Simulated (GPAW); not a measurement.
Input of a GPAW 26.7.0 run:

Contents of run.py:

```python
from ase import Atoms
from ase.dft.bandgap import bandgap
from ase.io import write
from gpaw import GPAW, PW

atoms = Atoms(['As', 'As', 'As', 'As'],
              cell=[[1.825, -5.5, 0.0],
                    [1.825, 5.5, 0.0],
                    [0.0, 0.0, 4.47]],
              scaled_positions=[[0.39, 0.61, 0.56],
                                [0.89, 0.11, 0.94],
                                [0.61, 0.39, 0.44],
                                [0.11, 0.89, 0.06]],
              pbc=True)

calc = GPAW(mode=PW(600),
            xc='TB09',
            kpts={'size': (6, 6, 6), 'gamma': True},
            occupations={'name': 'fermi-dirac', 'width': 0.05},
            nbands=21,
            convergence={'density': 1e-05, 'energy': 1e-05},
            eigensolver='cg',
            maxiter=150,
            txt='gpaw.txt')
atoms.calc = calc
energy = atoms.get_potential_energy()
calc.write('gs.gpw')
write('result.traj', atoms)
print('Fermi level:', round(calc.get_fermi_level(), 4), 'eV')
print(f'Gap: {bandgap(calc)[0]:.4f} eV, direct: {bandgap(calc, direct=True)[0]:.4f} eV')
```

Potentials or basis: GPAW PAW data sets for LDA (gpaw-data 1.2.1), pw.

The run is started by

```sh
$ OMP_NUM_THREADS=1 python run.py
```

Q: Predict the band gap on the k mesh.

A: 0.17 eV, direct.

Caveat: a model potential gives levels but no total energy. A k mesh can miss the band edges.
